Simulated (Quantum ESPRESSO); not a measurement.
# CaF2 (Fluorite) (Fm-3m) in Quantum ESPRESSO: convergence with k mesh

Aim: find how far k mesh must go before the results for CaF2 (Fluorite) settle, at PBEsol. This setting moves, with any that are tied to it; all else stays.

Program: Quantum ESPRESSO 7.5. These are calculated values, not measurements. Logs are shortened: lines on timing, memory, paths and dates and some standing lists are left out, and cuts for length are marked.

## Step 1: Starting point

The structure is cubic, space group Fm-3m (No. 225). Conventional cell: a = 5.462 Å, b = 5.462 Å, c = 5.462 Å, α = 90.00°, β = 90.00°, γ = 90.00°. Ca (site symmetry m-3m) has 8 F at 2.37 Å as nearest neighbours. Around F (site symmetry -43m) lie 4 Ca at 2.37 Å.

## Step 2: With k mesh 1 × 1 × 1

pw.in reads:

```
&CONTROL
  calculation = 'scf'
  prefix = 'pwscf'
  outdir = './tmp'
  pseudo_dir = './pseudo'
  tprnfor = .true.
  tstress = .true.
  disk_io = 'nowf'
/
&SYSTEM
  ibrav = 0
  nat = 3
  ntyp = 2
  ecutwfc = 84
  nbnd = 19
  occupations = 'smearing'
  smearing = 'fd'
  degauss = 0.00367493
/
&ELECTRONS
  conv_thr = 6d-10
  electron_maxstep = 120
  mixing_beta = 0.5
/
ATOMIC_SPECIES
Ca    40.0780 Ca.upf
F     18.9984 F.upf
CELL_PARAMETERS angstrom
   0.0000000000    2.7310000000    2.7310000000
   2.7310000000    0.0000000000    2.7310000000
   2.7310000000    2.7310000000    0.0000000000
ATOMIC_POSITIONS crystal
Ca     0.0000000000    0.0000000000    0.0000000000
F      0.7500000000    0.7500000000    0.7500000000
F      0.2500000000    0.2500000000    0.2500000000
K_POINTS automatic
1 1 1 0 0 0
```

Potentials or basis: PseudoDojo 0.4 SR PBEsol stringent.

On the command line:

```
OMP_NUM_THREADS=1 pw.x -in pw.in > pw.out
```

pw.out:

```text
This program is part of the open-source Quantum ESPRESSO suite
     for quantum simulation of materials; please cite
[... 9 lines left out ...]
     --------------------
     sticks:   dense  smooth     PW     G-vecs:    dense   smooth      PW
     Sum        1237    1237    313                28571    28571    3527

     Using Slab Decomposition

     bravais-lattice index     =            0
     lattice parameter (alat)  =       7.2985  a.u.
     unit-cell volume          =     274.9107 (a.u.)^3
     number of atoms/cell      =            3
     number of atomic types    =            2
     number of electrons       =        24.00
     number of Kohn-Sham states=           19
     kinetic-energy cutoff     =      84.0000  Ry
     charge density cutoff     =     336.0000  Ry
     scf convergence threshold =      6.0E-10
     mixing beta               =       0.5000
     number of iterations used =            8  plain     mixing
     Exchange-correlation= PBESOL
                           (   1   4  10   8   0   0   0)

     celldm(1)=   7.298533  celldm(2)=   0.000000  celldm(3)=   0.000000
     celldm(4)=   0.000000  celldm(5)=   0.000000  celldm(6)=   0.000000

     crystal axes: (cart. coord. in units of alat)
               a(1) = (   0.000000   0.707107   0.707107 )
               a(2) = (   0.707107   0.000000   0.707107 )
               a(3) = (   0.707107   0.707107   0.000000 )

     reciprocal axes: (cart. coord. in units 2 pi/alat)
               b(1) = ( -0.707107  0.707107  0.707107 )
               b(2) = (  0.707107 -0.707107  0.707107 )
               b(3) = (  0.707107  0.707107 -0.707107 )

     PseudoPot. # 1 for Ca read from file:
     Ca.upf
     Pseudo is Norm-conserving + core correction, Zval = 10.0
     Generated using ONCVPSP code by D. R. Hamann
     Using radial grid of 1746 points,  6 beta functions with:
                l(1) =   0
                l(2) =   0
                l(3) =   1
                l(4) =   1
                l(5) =   2
                l(6) =   2

     PseudoPot. # 2 for F  read from file:
     F.upf
     Pseudo is Norm-conserving + core correction, Zval =  7.0
     Generated using ONCVPSP code by D. R. Hamann
     Using radial grid of  832 points,  5 beta functions with:
                l(1) =   0
                l(2) =   0
                l(3) =   1
                l(4) =   1
                l(5) =   2

     atomic species   valence    mass     pseudopotential
     Ca               10.00    40.07800     Ca( 1.00)
     F                 7.00    18.99840     F ( 1.00)

     48 Sym. Ops., with inversion, found

   Cartesian axes

     site n.     atom                  positions (alat units)
         1        Ca     tau(   1) = (   0.0000000   0.0000000   0.0000000  )
         2        F      tau(   2) = (   1.0606602   1.0606602   1.0606602  )
         3        F      tau(   3) = (   0.3535534   0.3535534   0.3535534  )

     number of k points=     1  Fermi-Dirac smearing, width (Ry)=  0.0037
                       cart. coord. in units 2pi/alat
        k(    1) = (   0.0000000   0.0000000   0.0000000), wk =   2.0000000

     Dense  grid:    28571 G-vectors     FFT dimensions: (  45,  45,  45)

     Initial potential from superposition of free atoms

     starting charge      23.9953, renormalised to      24.0000
     Starting wfcs are   13 randomized atomic wfcs +    6 random wfcs

     Self-consistent Calculation

     iteration #  1     ecut=    84.00 Ry     beta= 0.50
     Davidson diagonalization with overlap
     ethr =  1.00E-02,  avg # of iterations =  5.0

     total energy              =    -175.95249264 Ry
     estimated scf accuracy    <       0.31894351 Ry

     iteration #  2     ecut=    84.00 Ry     beta= 0.50
     Davidson diagonalization with overlap
     ethr =  1.33E-03,  avg # of iterations =  2.0

     total energy              =    -176.03589962 Ry
     estimated scf accuracy    <       0.04652300 Ry

     iteration #  3     ecut=    84.00 Ry     beta= 0.50
     Davidson diagonalization with overlap
     ethr =  1.94E-04,  avg # of iterations =  7.0

     total energy              =    -176.04574470 Ry
     estimated scf accuracy    <       0.00552172 Ry

     iteration #  4     ecut=    84.00 Ry     beta= 0.50
     Davidson diagonalization with overlap
     ethr =  2.30E-05,  avg # of iterations =  2.0

     total energy              =    -176.04600979 Ry
     estimated scf accuracy    <       0.00002969 Ry

     iteration #  5     ecut=    84.00 Ry     beta= 0.50
     Davidson diagonalization with overlap
     ethr =  1.24E-07,  avg # of iterations =  2.0

     total energy              =    -176.04601298 Ry
     estimated scf accuracy    <       0.00001401 Ry

     iteration #  6     ecut=    84.00 Ry     beta= 0.50
     Davidson diagonalization with overlap
     ethr =  5.84E-08,  avg # of iterations =  2.0

     total energy              =    -176.04601558 Ry
     estimated scf accuracy    <       0.00000896 Ry

     iteration #  7     ecut=    84.00 Ry     beta= 0.50
     Davidson diagonalization with overlap
     ethr =  3.73E-08,  avg # of iterations =  2.0

     total energy              =    -176.04601701 Ry
     estimated scf accuracy    <       0.00000010 Ry

     iteration #  8     ecut=    84.00 Ry     beta= 0.50
     Davidson diagonalization with overlap
     ethr =  4.13E-10,  avg # of iterations =  2.0

     total energy              =    -176.04601703 Ry
     estimated scf accuracy    <       0.00000001 Ry

     iteration #  9     ecut=    84.00 Ry     beta= 0.50
     Davidson diagonalization with overlap
     ethr =  4.91E-11,  avg # of iterations =  2.0

     total energy              =    -176.04601703 Ry
     estimated scf accuracy    <          6.6E-09 Ry

     iteration # 10     ecut=    84.00 Ry     beta= 0.50
     Davidson diagonalization with overlap
     ethr =  2.77E-11,  avg # of iterations =  2.0

     End of self-consistent calculation

          k = 0.0000 0.0000 0.0000 (  3527 PWs)   bands (ev):

   -32.3986 -16.2240 -15.4264 -13.4135 -13.4135 -13.4135   1.3667   1.3667
     1.3667   3.2645   3.2645   3.2645  10.7395  12.6042  12.6042  14.6749
    14.6749  14.6749  20.3814

     the Fermi energy is     7.4364 ev

!    total energy              =    -176.04601703 Ry
     estimated scf accuracy    <          1.9E-11 Ry
     smearing contrib. (-TS)   =       0.00000000 Ry
     internal energy E=F+TS    =    -176.04601703 Ry

     The total energy is F=E-TS. E is the sum of the following terms:
     one-electron contribution =     -64.50645936 Ry
     hartree contribution      =      44.99154953 Ry
     xc contribution           =     -36.47912983 Ry
     ewald contribution        =    -120.05197736 Ry

     convergence has been achieved in  10 iterations

     Forces acting on atoms (cartesian axes, Ry/au):

     atom    1 type  1   force =    -0.00000000   -0.00000000    0.00000000
     atom    2 type  2   force =    -0.00000000    0.00000000    0.00000000
     atom    3 type  2   force =     0.00000000   -0.00000000    0.00000000

     Total force =     0.000000     Total SCF correction =     0.000000

     Computing stress (Cartesian axis) and pressure

          total   stress  (Ry/bohr**3)                   (kbar)     P=     -103.79
  -0.00070558   0.00000000   0.00000000         -103.79        0.00        0.00
   0.00000000  -0.00070558   0.00000000            0.00     -103.79        0.00
   0.00000000   0.00000000  -0.00070558            0.00        0.00     -103.79

=------------------------------------------------------------------------------=
   JOB DONE.
=------------------------------------------------------------------------------=
```

Run time: 2.3 s. Hardware: 1 thread of Arm Neoverse V1, shared host; peak memory 0.05 GiB.

What came out:

```
Free energy            : -2395.2281 eV
Pressure               : -10.4 GPa
Band gap on the k mesh : 7.47 eV, direct
```

## Step 3: With k mesh 2 × 2 × 2

Edit pw.in of step 2 so:

```diff
@@ -36,2 +36,2 @@
 K_POINTS automatic
-1 1 1 0 0 0
+2 2 2 0 0 0
```

Potentials or basis: PseudoDojo 0.4 SR PBEsol stringent.

On the command line:

```
OMP_NUM_THREADS=1 pw.x -in pw.in > pw.out
```

Wall time 4.5 s (1 thread of Arm Neoverse V1, shared host); peak memory 0.06 GiB.

What came out:

- Free energy: -2395.2771 eV
- Pressure: -1.7 GPa
- Band gap on the k mesh: 7.13 eV, indirect (least direct gap 7.39 eV)

## Step 4: With k mesh 4 × 4 × 4

Edit pw.in of step 3 so:

```diff
@@ -36,2 +36,2 @@
 K_POINTS automatic
-2 2 2 0 0 0
+4 4 4 0 0 0
```

On the command line:

```
OMP_NUM_THREADS=1 pw.x -in pw.in > pw.out
```

Wall time 11 s (1 thread of Arm Neoverse V1, shared host); peak memory 0.06 GiB.

Results:

| Item | Value |
| --- | --- |
| Free energy | -2395.3161 eV |
| Pressure | -2.2 GPa |
| Band gap on the k mesh | 7.14 eV, indirect (least direct gap 7.40 eV) |

## Step 5: With k mesh 5 × 5 × 5

Edit pw.in of step 4 so:

```diff
@@ -36,2 +36,2 @@
 K_POINTS automatic
-4 4 4 0 0 0
+5 5 5 0 0 0
```

On the command line:

```
OMP_NUM_THREADS=1 pw.x -in pw.in > pw.out
```

Wall time 13 s (1 thread of Arm Neoverse V1, shared host); peak memory 0.06 GiB.

Results:

```yaml
Free_energy: -2395.3161 eV
Pressure: -2.2 GPa
Band_gap_on_the_k_mesh: 7.20 eV, indirect (least direct gap 7.40 eV)
```

## Step 6: With k mesh 6 × 6 × 6

Edit pw.in of step 5 so:

```diff
@@ -36,2 +36,2 @@
 K_POINTS automatic
-5 5 5 0 0 0
+6 6 6 0 0 0
```

Potentials or basis: PseudoDojo 0.4 SR PBEsol stringent.

On the command line:

```
OMP_NUM_THREADS=1 pw.x -in pw.in > pw.out
```

Wall time 20 s (1 thread of Arm Neoverse V1, shared host); peak memory 0.07 GiB.

The run converged. Its results:

```yaml
Free_energy: -2395.3161 eV
Pressure: -2.2 GPa
Band_gap_on_the_k_mesh: 7.14 eV, indirect (least direct gap 7.40 eV)
```

## Step 7: With k mesh 7 × 7 × 7

Edit pw.in of step 6 so:

```diff
@@ -36,2 +36,2 @@
 K_POINTS automatic
-6 6 6 0 0 0
+7 7 7 0 0 0
```

On the command line:

```
OMP_NUM_THREADS=1 pw.x -in pw.in > pw.out
```

It took 25 s on 1 thread of Arm Neoverse V1, shared host; peak memory 0.07 GiB.

Results (log left out):

```yaml
Free_energy: -2395.3161 eV
Pressure: -2.2 GPa
Band_gap_on_the_k_mesh: 7.17 eV, indirect (least direct gap 7.40 eV)
```

## Step 8: With k mesh 8 × 8 × 8

Edit pw.in of step 7 so:

```diff
@@ -36,2 +36,2 @@
 K_POINTS automatic
-7 7 7 0 0 0
+8 8 8 0 0 0
```

On the command line:

```
OMP_NUM_THREADS=1 pw.x -in pw.in > pw.out
```

It took 35 s on 1 thread of Arm Neoverse V1, shared host; peak memory 0.08 GiB.

The run converged. Its results:

| Item | Value |
| --- | --- |
| Free energy | -2395.3161 eV |
| Pressure | -2.2 GPa |
| Band gap on the k mesh | 7.14 eV, indirect (least direct gap 7.40 eV) |

## Step 9: With k mesh 10 × 10 × 10

Edit pw.in of step 8 so:

```diff
@@ -36,2 +36,2 @@
 K_POINTS automatic
-8 8 8 0 0 0
+10 10 10 0 0 0
```

Potentials or basis: PseudoDojo 0.4 SR PBEsol stringent.

On the command line:

```
OMP_NUM_THREADS=1 pw.x -in pw.in > pw.out
```

It took 57 s on 1 thread of Arm Neoverse V1, shared host; peak memory 0.1 GiB.

Results (log left out):

```
Free energy            : -2395.3161 eV
Pressure               : -2.2 GPa
Band gap on the k mesh : 7.14 eV, indirect (least direct gap 7.40 eV)
```

## Step 10: With k mesh 11 × 11 × 11

Edit pw.in of step 9 so:

```diff
@@ -36,2 +36,2 @@
 K_POINTS automatic
-10 10 10 0 0 0
+11 11 11 0 0 0
```

On the command line:

```
OMP_NUM_THREADS=1 pw.x -in pw.in > pw.out
```

Run time: 67 s. Hardware: 1 thread of Arm Neoverse V1, shared host; peak memory 0.11 GiB.

Results (log left out):

- Free energy: -2395.3161 eV
- Pressure: -2.2 GPa
- Band gap on the k mesh: 7.15 eV, indirect (least direct gap 7.40 eV)

## Step 11: Summary

| k mesh | energy less the tightest run, at zero smearing (meV/atom) | pressure (GPa) | gap on the mesh (eV) | SCF cycles | CPU time (s) | peak memory (GiB) |
| --- | --- | --- | --- | --- | --- | --- |
| 1 × 1 × 1 | 29.35 | -10.38 | 7.475 | 10 | 2.3 | 0.05 |
| 2 × 2 × 2 | 13.02 | -1.73 | 7.129 | 9 | 4.5 | 0.06 |
| 4 × 4 × 4 | 0.01 | -2.15 | 7.143 | 9 | 11 | 0.06 |
| 5 × 5 × 5 | 0.00 | -2.15 | 7.205 | 9 | 13 | 0.06 |
| 6 × 6 × 6 | 0.00 | -2.15 | 7.143 | 9 | 20 | 0.07 |
| 7 × 7 × 7 | 0.00 | -2.15 | 7.173 | 9 | 25 | 0.07 |
| 8 × 8 × 8 | 0.00 | -2.15 | 7.143 | 9 | 35 | 0.08 |
| 10 × 10 × 10 | 0.00 | -2.15 | 7.143 | 9 | 57 | 0.1 |
| 11 × 11 × 11 | 0.00 | -2.15 | 7.154 | 9 | 67 | 0.11 |

Against the tightest run, the energy stays within 1 meV/atom from 4 × 4 × 4 on; the pressure stays within 0.1 GPa from 4 × 4 × 4 on. Not settled before the last step: the gap on the mesh (to 0.01 eV). Meshes of other sizes hit other points, so gaps and Fermi surfaces needn't settle smoothly. The tightest run that finished is the yardstick and may itself not be fully converged.

Caveats: an odd mesh through Γ misses points on the zone boundary, where band edges often lie.
